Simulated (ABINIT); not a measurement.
# WS2 (R3m) in ABINIT: notebook, part 2 of 2

ABINIT 10.8.3 (patched build).

**3. One-shot levels of the hybrid HF, LDA**

run.abi

```
# Datasets
ndtset 3

# Pseudopotentials
pp_dirpath "./"
pseudos "W.upf, S.upf"

# Structure
acell 6.4273633094 6.4273633094 6.4273633094 Angstrom
rprim
     0.2456683906     0.1418367115     0.9589209504
    -0.2456683906     0.1418367115     0.9589209504
     0.0000000000    -0.2836734229     0.9589209504
ntypat 2
znucl 74 16
natom 3
typat 1 2 2
xred
            0.0            0.0            0.0
   0.5810000000   0.5810000000   0.5810000000
   0.7503000000   0.7503000000   0.7503000000

# Plane-wave basis
ecut 30.0

# k points
kptopt 1
ngkpt 6 6 6
nshiftk 1
shiftk 0.0 0.0 0.0
istwfk *1

# Exchange and correlation
ixc 7

# Bands and occupations
occopt 1

# SCF cycle
nstep 80
diemac 6.0

# Output
iomode 3
prteig 0
prtebands 0

# Dataset 1: ground state
nband1 13
tolvrs1 1.0e-12
prtden1 1
prtwf1 0

# Dataset 2: empty bands at fixed density
iscf2 -2
getden2 1
nband2 25
nbdbuf2 4
tolwfr2 1.0e-12
nstep2 120
prtden2 0

# Dataset 3: self-energy
optdriver3 4
getwfk3 2
nband3 21
ecutsigx3 30.0
ecutwfn3 30.0
symsigma3 1
gwcalctyp3 5
ixc_sigma3 40
getden3 1
fftgw3 01
gw_qprange3 2
```

Potentials or basis: PseudoDojo NC SR LDA v0.4.1 standard.

Command:

```
$ abinit run.abi > log 2>&1
```

run.abo:

```text
.Version 10.8.3 of ABINIT
 DATASET    1 : space group R3 m (#160); Bravais hR (rhombohedral)
================================================================================
 Values of the parameters that define the memory need for DATASET  1.
     intxc =       0    ionmov =       0      iscf =       7    lmnmax =       8
     lnmax =       8     mgfft =      60  mpssoang =       4    mqgrid =    3001
     natom =       3  nloc_mem =       1    nspden =       1   nspinor =       1
    nsppol =       1      nsym =       6    n1xccc =    2501    ntypat =       2
    occopt =       1   xclevel =       1
       mpw =        2866          nfft =      216000          nkpt =          32
================================================================================
================================================================================
[... 13 lines left out ...]
 DATASET    3 : space group R3 m (#160); Bravais hR (rhombohedral)
================================================================================
 Values of the parameters that define the memory need for DATASET  3.
     intxc =       0    ionmov =       0      iscf =       7    lmnmax =       8
     lnmax =       8     mgfft =      60  mpssoang =       4    mqgrid =    3001
     natom =       3  nloc_mem =       1    nspden =       1   nspinor =       1
    nsppol =       1      nsym =       6    n1xccc =    2501    ntypat =       2
    occopt =       1   xclevel =       0
       mpw =        2866          nfft =      216000          nkpt =          32
================================================================================
================================================================================

--------------------------------------------------------------------------------
------------- Echo of variables that govern the present computation ------------
--------------------------------------------------------------------------------
 -outvars: echo values of preprocessed input variables --------
            acell      1.2145956366E+01  1.2145956366E+01  1.2145956366E+01 Bohr
              amu      1.83850000E+02  3.20660000E+01
           diemac      6.00000000E+00
             ecut      3.00000000E+01 Hartree
         ecutsigx1     0.00000000E+00 Hartree
         ecutsigx2     0.00000000E+00 Hartree
         ecutsigx3     3.00000000E+01 Hartree
          ecutwfn1     0.00000000E+00 Hartree
          ecutwfn2     0.00000000E+00 Hartree
          ecutwfn3     3.00000000E+01 Hartree
            fftgw1         21
            fftgw2         21
            fftgw3          1
           getden1          0
           getden2          1
           getden3          1
           getwfk1          0
           getwfk2          0
           getwfk3          2
        gwcalctyp1          0
        gwcalctyp2          0
        gwcalctyp3          5
       gw_qprange1          0
       gw_qprange2          0
       gw_qprange3          2
             iscf1          7
             iscf2         -2
             iscf3          7
              ixc           7
        ixc_sigma1          1
        ixc_sigma2          1
        ixc_sigma3         40
           jdtset        1    2    3
                       outvar_i_n : Printing only first  50 k-points.
         kptrlatt        6    0    0      0    6    0      0    0    6
          kptrlen      3.58065306E+01
            natom           3
            nband1         13
            nband2         25
            nband3         21
          nbandhf          13
           nbdbuf1          0
           nbdbuf2          4
           nbdbuf3          0
           ndtset           3
            ngfft          60      60      60
             nkpt          32
           nkpthf         216
          npwsigx1          0
          npwsigx2          0
[... 370 lines left out ...]
   [... 28 further points ...]

 Together with  6 symmetry operations and time-reversal symmetry
 yields   216 points in the full Brillouin Zone.

 ==== Q-mesh for screening function ====
 Number of points in the irreducible wedge :    32
 Reduced coordinates and weights :

     1)     0.00000000E+00  0.00000000E+00  0.00000000E+00       0.00463
     2)     1.66666667E-01  0.00000000E+00  0.00000000E+00       0.02778
     3)     3.33333333E-01  0.00000000E+00  0.00000000E+00       0.02778
     4)     5.00000000E-01  0.00000000E+00  0.00000000E+00       0.01389
   [... 28 further points ...]

 Together with  6 symmetry operations and time-reversal symmetry
 yields   216 points in the full Brillouin Zone.

 vcoul_init : cutoff-mode = AUXILIARY_FUNCTION
 q-points for optical limit:   1
     1)      0.000010    0.000020    0.000030
 Number of electrons calculated from density =   26.0000; Expected =   26.0000
 average of density, n =  0.072378
 r_s =    1.4886
 omega_plasma =   25.9513 [eV]

 === KS Band Gaps ===
  >>>> For spin  1
   Minimum direct gap =   1.8749 [eV], located at k-point      :  -0.1667  0.5000  0.1667
   Fundamental gap    =   0.9489 [eV], Top of valence bands at :   0.5000  0.5000  0.5000
                                       Bottom of conduction at :  -0.1667  0.1667  0.0000
 SIGMA fundamental parameters:
 Hartree-Fock
 number of plane-waves for SigmaX                 2813
 number of plane-waves for SigmaC and W              1
 number of plane-waves for wavefunctions          2813
 number of bands                                    21
 number of independent spin polarizations            1
 number of spinorial components                      1
 number of k-points in IBZ                          32
 number of q-points in IBZ                          32
 number of symmetry operations                       6
 number of k-points in BZ                          216
 number of q-points in BZ                          216
 number of frequencies for dSigma/dE                 1
 frequency step for dSigma/dE [eV]                0.00
 number of omega for Sigma on real axis              0
 max omega for Sigma on real axis  [eV]           0.00
 zcut for avoiding poles [eV]                     0.10

 matrix elements of self-energy operator (all in [eV])

 Perturbative Calculation

--- !SelfEnergy_ee
iteration_state: {dtset: 3, }
kpoint     : [   0.000,    0.000,    0.000, ]
spin       : 1
KS_gap     :    3.409
QP_gap     :    9.406
Delta_QP_KS:    5.997
data: !SigmaeeData |
     Band     E0 <VxcDFT>   SigX SigC(E0)      Z dSigC/dE  Sig(E)    E-E0       E
       10   7.022 -15.461 -17.595   0.000   1.000   0.000 -17.595  -2.134   4.888
       11   7.022 -15.461 -17.595   0.000   1.000   0.000 -17.595  -2.134   4.888
       12   7.772 -13.762 -16.481   0.000   1.000   0.000 -16.481  -2.719   5.054
       13   8.074 -14.402 -15.845   0.000   1.000   0.000 -15.845  -1.443   6.631
       14  11.484 -15.059 -10.505   0.000   1.000   0.000 -10.505   4.554  16.038
       15  11.484 -15.059 -10.505   0.000   1.000   0.000 -10.505   4.554  16.038
       16  11.845 -15.127 -10.668   0.000   1.000   0.000 -10.668   4.459  16.304
[... 518 lines left out ...]
spin       : 1
KS_gap     :    2.282
QP_gap     :    7.578
Delta_QP_KS:    5.296
data: !SigmaeeData |
     Band     E0 <VxcDFT>   SigX SigC(E0)      Z dSigC/dE  Sig(E)    E-E0       E
       11   7.054 -15.514 -17.593   0.000   1.000   0.000 -17.593  -2.080   4.975
       12   7.054 -15.514 -17.593   0.000   1.000   0.000 -17.593  -2.080   4.975
       13   9.318 -15.610 -16.330   0.000   1.000   0.000 -16.330  -0.720   8.598
       14  11.600 -15.140 -10.564   0.000   1.000   0.000 -10.564   4.576  16.176
       15  11.600 -15.140 -10.564   0.000   1.000   0.000 -10.564   4.576  16.176
       16  11.684 -14.975 -10.624   0.000   1.000   0.000 -10.624   4.351  16.035
       17  11.684 -14.975 -10.624   0.000   1.000   0.000 -10.624   4.351  16.035
...

 New Fermi energy :        3.824787E-01 Ha ,    1.040778E+01 eV

 === QP Band Gaps ===
  >>>> For spin  1
   Minimum direct gap =   7.0913 [eV], located at k-point      :  -0.3333  0.3333  0.0000
   Fundamental gap    =   5.7990 [eV], Top of valence bands at :   0.5000  0.5000  0.5000
                                       Bottom of conduction at :  -0.1667  0.1667  0.0000

== END DATASET(S) ==============================================================
================================================================================

 -outvars: echo values of variables after computation  --------
            acell      1.2145956366E+01  1.2145956366E+01  1.2145956366E+01 Bohr
           etotal1    -9.8142314042E+01
           etotal3     0.0000000000E+00
            fcart1     5.2248543738E-18 -3.3345407598E-18 -1.1303844309E-02
                      -2.7719934087E-18  4.0285343521E-18  1.1407463758E-02
                      -2.4528609651E-18 -6.9399359237E-19 -1.0361944980E-04
            fcart3     0.0000000000E+00  0.0000000000E+00  0.0000000000E+00
                       0.0000000000E+00  0.0000000000E+00  0.0000000000E+00
                       0.0000000000E+00  0.0000000000E+00  0.0000000000E+00
            rprim      2.4566839060E-01  1.4183671150E-01  9.5892095040E-01
                      -2.4566839060E-01  1.4183671150E-01  9.5892095040E-01
                       0.0000000000E+00 -2.8367342290E-01  9.5892095040E-01
           strten1     1.4339087469E-04  1.4339087283E-04  1.2731458551E-04
                      -2.0507545550E-13  0.0000000000E+00  0.0000000000E+00
           strten3     0.0000000000E+00  0.0000000000E+00  0.0000000000E+00
                       0.0000000000E+00  0.0000000000E+00  0.0000000000E+00
           xangst      0.0000000000E+00  0.0000000000E+00  0.0000000000E+00
                      -1.5194780938E-16  3.7342966623E-10  1.0742690000E+01
                       9.2771436933E-17  4.8224490253E-10  1.3873047000E+01
             xred      0.0000000000E+00  0.0000000000E+00  0.0000000000E+00
                       5.8100000000E-01  5.8100000000E-01  5.8100000000E-01
                       7.5030000000E-01  7.5030000000E-01  7.5030000000E-01
 Calculation completed.
```

Run time: 18 min. Hardware: 1 thread of Intel Xeon 6975P-C (Granite Rapids), shared host; peak memory 2 GiB.

What came out:

| Quantity | Value |
| --- | --- |
| Band gap on the k mesh | 0.95 eV, indirect (least direct gap 1.87 eV) |
| Band gap of the one-shot hybrid | 5.80 eV |
| Direct band gap of the one-shot hybrid | 7.09 eV |

Caveat: spin-orbit coupling is left out, which moves the levels of the heavy elements.

**4. Effective masses, PBEsol**

run.abi

```
# Datasets
ndtset 3

# Pseudopotentials
pp_dirpath "./"
pseudos "W.upf, S.upf"

# Structure
acell 3*1.0 Angstrom
rprim
     1.5790000000     0.9116360751     6.1633333333
    -1.5790000000     0.9116360751     6.1633333333
     0.0000000000    -1.8232721501     6.1633333333
ntypat 2
znucl 74 16
natom 3
typat 1 2 2
xred
            0.0            0.0            0.0
   0.5810000000   0.5810000000   0.5810000000
   0.7503000000   0.7503000000   0.7503000000

# Plane-wave basis
ecut 31.0

# Exchange and correlation
ixc -116133

# Bands and occupations
occopt 1

# SCF cycle
nstep 80
diemac 6.0

# Output
iomode 3
prteig 0
prtebands 0

# Dataset 1: ground state
kptopt1 1
ngkpt1 7 7 7
nshiftk1 1
shiftk1 0.0 0.0 0.0
nband1 13
tolvrs1 1.0e-14
prtden1 1
prtwf1 0

# Datasets 2 and 3: the band edges
kptopt2 0
nkpt2 2
kpt2
  1/2 1/2 1/2
  -1/4 1/8 0.0
istwfk2 2*1
nband2 18
getden2 1
kptopt3 0
nkpt3 2
kpt3
  1/2 1/2 1/2
  -1/4 1/8 0.0
istwfk3 2*1
nband3 18
getden3 1

# Dataset 2: bands at fixed density
iscf2 -2
nbdbuf2 2
tolwfr2 1.0e-20
nstep2 200

# Dataset 3: effective masses
iscf3 -3
getwfk3 2
rfelfd3 2
rfdir3 1 1 1
nqpt3 1
qpt3 0.0 0.0 0.0
tolwfr3 1.0e-20
nbdbuf3 2
nstep3 200
efmas3 1
efmas_bands3 13 13 14 14
efmas_calc_dirs3 1
efmas_n_dirs3 5
efmas_dirs3
  1 0 0
  0 1 0
  0 0 1
  1 1 0
  1 1 1
efmas_ntheta3 100
prtwf3 0
prtden3 0
prtpot3 0
```

Potentials or basis: PseudoDojo NC SR PBEsol v0.4.1 standard.

Command:

```
$ abinit run.abi > log 2>&1
```

run.abo:

```text
.Version 10.8.3 of ABINIT
 DATASET    1 : space group R3 m (#160); Bravais hR (rhombohedral)
================================================================================
 Values of the parameters that define the memory need for DATASET  1.
     intxc =       0    ionmov =       0      iscf =       7    lmnmax =       8
     lnmax =       8     mgfft =      64  mpssoang =       4    mqgrid =    3001
     natom =       3  nloc_mem =       1    nspden =       1   nspinor =       1
    nsppol =       1      nsym =       6    n1xccc =    2501    ntypat =       2
    occopt =       1   xclevel =       2
       mpw =        2984          nfft =      262144          nkpt =          44
================================================================================
================================================================================

 DATASET    2 : space group R3 m (#160); Bravais hR (rhombohedral)
================================================================================
[... 656 lines left out ...]

== END DATASET(S) ==============================================================
================================================================================

 -outvars: echo values of variables after computation  --------
            acell      1.8897261259E+00  1.8897261259E+00  1.8897261259E+00 Bohr
           etotal1    -9.7964469561E+01
           etotal3    -4.6201847709E+01
            fcart1     8.9812834418E-19  3.8339728296E-18 -1.1652516670E-02
                      -7.3956230935E-19 -2.0312611313E-18  7.1076060015E-03
                      -1.5856603483E-19 -1.8027116983E-18  4.5449106686E-03
            rprim      1.5790000000E+00  9.1163607510E-01  6.1633333333E+00
                      -1.5790000000E+00  9.1163607510E-01  6.1633333333E+00
                       0.0000000000E+00 -1.8232721501E+00  6.1633333333E+00
           strten1     3.4195884601E-05  3.4195884392E-05  1.8170441689E-07
                      -3.1734296716E-14  0.0000000000E+00  0.0000000000E+00
           xangst      0.0000000000E+00  0.0000000000E+00  0.0000000000E+00
                      -5.5134224817E-17  5.8099958856E-11  1.0742690000E+01
                       2.5393573261E-16  7.5029893182E-11  1.3873047000E+01
             xred      0.0000000000E+00  0.0000000000E+00  0.0000000000E+00
                       5.8100000000E-01  5.8100000000E-01  5.8100000000E-01
                       7.5030000000E-01  7.5030000000E-01  7.5030000000E-01
 Calculation completed.
```

Run time: 4.9 min. Hardware: 1 thread of Arm Neoverse V2, shared host; peak memory 0.3 GiB.

What came out:

* Free energy: -2665.7490 eV
* Pressure: -0.7 GPa
* Largest force: 0.599 eV/Å

Forces in eV/Å, atoms in the order of the input:
```
W    0.000  0.000 -0.599
S    0.000  0.000  0.365
S    0.000  0.000  0.234
```

Effective masses (electron masses):
| k point | band | state | eigenvalues of the tensor | along 100, 010, 001, 110, 111 |
| --- | --- | --- | --- | --- |
| (0.50, 0.50, 0.50) | 13 | filled | -0.785, -0.624, -0.624 | -0.624, -0.624, -0.785, -0.624, -0.670 |
| (-0.25, 0.12, 0.00) | 14 | empty | 0.527, 0.659, 0.768 | 0.692, 0.721, 0.530, 0.656, 0.629 |

Caveat: the cutoff is short for stress, so the pressure is rough; the masses are taken at a mesh point that needn't be the band's extremum.

**5. Summary**

| task | level | potentials or basis | k mesh | cutoff (eV) | stop of the response cycle (tolvrs) | acoustic sum rule (asr) | bands in the sums | one-shot functional | k points of the masses | pressure (GPa) | largest force (eV/Å) |
| --- | --- | --- | --- | --- | --- | --- | --- | --- | --- | --- | --- |
| dielectric tensor | LDA | PseudoDojo NC SR LDA v0.4.1 standard | 8 × 8 × 8 | 816 | 1e-08 | 1 | - | - | - | -4.1 | 0.59 |
| one-shot levels of the hybrid HF | LDA | PseudoDojo NC SR LDA v0.4.1 standard | 6 × 6 × 6 | 816 | - | - | 21 | HF | - | - | - |
| effective masses | PBEsol | PseudoDojo NC SR PBEsol v0.4.1 standard | 7 × 7 × 7 | 844 | - | - | - | - | [[0.5, 0.5, 0.5], [-0.25, 0.125, 0.0]] | -0.7 | 0.60 |

Alike in all rows: no spin polarisation; cell as given; smearing fixed.

Caveats: the cell is more than 3 GPa from zero pressure, which shifts response properties (some runs); spin-orbit coupling is left out, which moves the levels of the heavy elements (some runs); the cutoff is short for stress, so the pressure is rough (some runs); the masses are taken at a mesh point that needn't be the band's extremum (some runs).

Absolute energies hang on the potentials; compare differences alone.
